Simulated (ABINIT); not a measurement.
Crystal: BaTiO3.

```
CELL_PARAMETERS angstrom
3.99980 0.00000 0.00000
0.00000 3.99980 0.00000
0.00000 0.00000 4.01800
ATOMIC_POSITIONS crystal
Ba 0.00000 0.00000 0.00000
Ti 0.50000 0.50000 0.49000
O 0.00000 0.50000 0.51700
O 0.50000 0.00000 0.51700
O 0.50000 0.50000 0.01900
```

Base run:

```yaml
Program: ABINIT 10.8.3 (patched build)
Functional: LDA
Potentials_or_basis: JTH PAW LDA v2.0
Cutoff: 626 eV
k_mesh: 7 × 7 × 7
Occupations: fermi-dirac, width 0.05 eV
Spin: no spin polarisation
```

Its results: band gap on the k mesh 1.80 eV, indirect (least direct gap 1.99 eV); pressure -7.4 GPa; largest force 0.426 eV/Å.

Task: The run is repeated on the same cell with these changes: functional from LDA to PBE; potentials or basis from JTH PAW LDA v2.0 to JTH PAW PBE v2.0. What comes out?

Result: Band gap on the k mesh 1.89 eV, indirect (least direct gap 2.07 eV); pressure 3.6 GPa; largest force 0.291 eV/Å.

Caveats: this set's barium file shifts pressures by 1.5 GPa and gaps by 0.1 eV against other sets; spin-orbit coupling is left out, which moves the levels of the heavy elements; the mesh misses the band edges, which the band path finds closer together; the atomic spheres overlap.
